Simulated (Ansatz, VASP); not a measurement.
Given: the input of a run of Ansatz 0.2.0 on Sb.

input.yaml

```yaml
crystal:
  lattice:
    - [-1.5765401831, 1.5765401831, 2.7119384313]
    - [1.5765401831, -1.5765401831, 2.7119384313]
    - [1.5765401831, 1.5765401831, -2.7119384313]
  atoms:
    - { symbol: Sb, position: [0.0, 0.0, 0.0] }
kpoints:
  mp_grid: { grid: [12, 12, 12] }
scf:
  occupations: { method: fermi_dirac, width: 0.05 }
hamiltonian:
  xc: pbesol
  pseudopotentials: { kind: all_electron, lapw: { basis_error: 0.001 } }
output:
  forces: true
  stress: true
  eigenvalues: true
```

Potentials or basis: all-electron LAPW, scalar-relativistic.

The run is started by

```console
$ ansatz run input.yaml --threads 1 --pin off --max-ram 3072MiB --backend cpu --events-out ev --progress --plain --runs-dir out
```

Problem. Set up the same calculation for VASP 6.6.1. Potentials there: VASP PAW PBE potentials, release 64 (Sb).

Solution. As run (the cutoff follows the program's own potentials):

Contents of INCAR:

```
SYSTEM = Sb
ALGO = Normal
EDIFF = 1E-7
ENCUT = 520
GGA = PS
ISIF = 2
ISMEAR = -1
LASPH = .TRUE.
LCHARG = .TRUE.
LELF = .TRUE.
LREAL = .FALSE.
LVHAR = .TRUE.
LWAVE = .FALSE.
NBANDS = 8
NELM = 100
PREC = Accurate
SIGMA = 0.05
```

KPOINTS

```
k-points
0
G
  12 12 12
  0 0 0
```

The input POSCAR:

```
Sb
1.0
   -1.5765401831      1.5765401831      2.7119384313
    1.5765401831     -1.5765401831      2.7119384313
    1.5765401831      1.5765401831     -2.7119384313
Sb
1
Direct
    0.0000000000      0.0000000000      0.0000000000
```

Potentials or basis: VASP PAW PBE potentials, release 64 (Sb).

The run is started by

```bash
$ cat potpaw_PBE.64/Sb/POTCAR > POTCAR
$ mpirun -np 1 vasp_std > vasp.out
```

Both were run:

|  | VASP | Ansatz | Ansatz less VASP |
| --- | --- | --- | --- |
| gap on the k mesh at the Fermi level (eV) | none | none | - |
| pressure (GPa) | -1.3 | -1.3 | +0.01 |
| largest component of the traceless stress (GPa) | 0.43 | 0.38 | -0.045 |

A gap of «none» marks a metal or a gap that the smearing closes. Ansatz ran all-electron here, so the differences hold the error of VASP's frozen core and of both bases.

Caveats: the PAW data sets were made with another functional, which shifts forces and pressure a little (VASP). Spin-orbit coupling is left out, which matters for the levels of Sb.
